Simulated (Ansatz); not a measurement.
Runs of Ansatz 0.2.0 on NiO2. It takes space group P-3m1 (No. 164, trigonal). Conventional cell: a = 2.799 Å, b = 2.799 Å, c = 4.618 Å, α = 90.00°, β = 90.00°, γ = 120.00°. Ni (site symmetry -3m) has 6 O at 1.88 Å as nearest neighbours. O (site symmetry 3m) has 3 Ni at 1.88 Å as nearest neighbours. The cell comes from a database or a generator and needn't be the stable form of this composition.

```tsv
cell	target pressure (GPa)	gap on the mesh (eV)	pressure (GPa)	moment (μB)
relaxed to 30 GPa	30	(b)	30.0	0.00
relaxed to 2 GPa	2	0.81	2.0	0.00
relaxed	0	(a)	0.0	0.00
relaxed to 5 GPa	5	0.71	5.0	0.00
relaxed to 10 GPa	10	0.63	10.0	0.00
relaxed to 20 GPa	20	0.55	20.0	0.00
```

Alike in all rows: task relaxation of cell and atoms; level PBEsol; potentials or basis Ansatz PAW; spin collinear, ferromagnetic start; k mesh 11 × 11 × 6; cutoff (eV) 420; smearing fermi-dirac 0.05 eV.

**Question.** Estimate the missing entries.

**Answer.** (a) 1.02; (b) 0.53.

Caveats: odd divisions of the mesh miss points on the zone boundary, where band edges often lie, so the gap on the mesh can be too wide; the plane-wave basis is chosen anew once the cell has moved, so the energies of steps on either side of that aren't comparable; the PAW data sets come from PBE, with cores solved anew for the run's functional, which leaves a small shift of forces and pressure; the starting moments weren't kept.

A k mesh can miss the band edges.
